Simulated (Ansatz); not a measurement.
Na under compression: one row to predict

The cell was reached from a generator's guess, though it ends in a space group that the Crystallography Open Database lists for this formula.

Method: Ansatz 0.2.0, DFT PBE, scalar-relativistic, plane waves, PAW. Cutoff 420 eV, Γ-centred 18×18×18 mesh (1-atom cell), Gaussian smearing of 0.10 eV, no spin polarisation.

```
CELL_PARAMETERS angstrom
-2.09819 2.09819 2.09819
2.09819 -2.09819 2.09819
2.09819 2.09819 -2.09819
ATOMIC_POSITIONS crystal
Na 0.00000 0.00000 0.00000
```

The cell was set to several volumes, with shape and atoms relaxed at each where symmetry leaves them free. Pressure is positive in compression, and energies count from the lowest row. No row has a gap on its mesh.

```tsv
row	V (Å³/atom)	P (GPa)	ΔE (meV/atom)
1	32.515	1.26	15.7
2	33.623	?	?
3	34.732	0.54	3.5
4	35.840	0.25	0.8
5	36.949	0.00	0.0
6	38.057	-0.22	0.8
7	39.165	-0.41	3.0
8	40.643	-0.62	7.8
```

Question: Find B = −V·ΔP/ΔV from rows 4 and 6 and from rows 1 and 3, and from the two its slope B′ and its value B0 at zero pressure.

Answer: Rows 4 and 6 give −(35.840 + 38.057)/2 × (-0.22 − (0.25))/(38.057 − 35.840) = 7.8 GPa at a mean pressure of 0.01 GPa. Rows 1 and 3 give −(32.515 + 34.732)/2 × (0.54 − (1.26))/(34.732 − 32.515) = 10.9 GPa at a mean pressure of 0.90 GPa. So B′ = (10.9 − 7.8)/(0.90 − (0.01)) = 3.48 and B0 = 7.8 − 3.48 × (0.01) = 7.8 GPa. A third-order Birch–Murnaghan fit to all the energies gives B0 = 7.8 GPa and B′ = 3.7.

Question: Estimate the pressure and energy of row 2.

Answer: From row 5, V0 = 36.949 × (1 + (0.00)/7.8) = 36.949 Å³/atom. Murnaghan's form P = (B0/B′)·[(V0/V)^B′ − 1] gives (7.8/3.48) × [(36.949/33.623)^3.48 − 1] = 0.87 GPa; the computed pressure is 0.87 GPa, so the estimate is off by 0.00 GPa. The work of compression from row 3, with the mean of the two pressures, gives ΔE = 3.5 + (0.87 + 0.54)/2 × (34.732 − 33.623)/160.2 × 1000 = 8.4 meV/atom (1 eV/Å³ = 160.2 GPa); the computed value is 8.3 meV/atom.

All volumes keep the k mesh of the relaxed cell. A structure relaxed within its symmetry needn't be a true minimum.
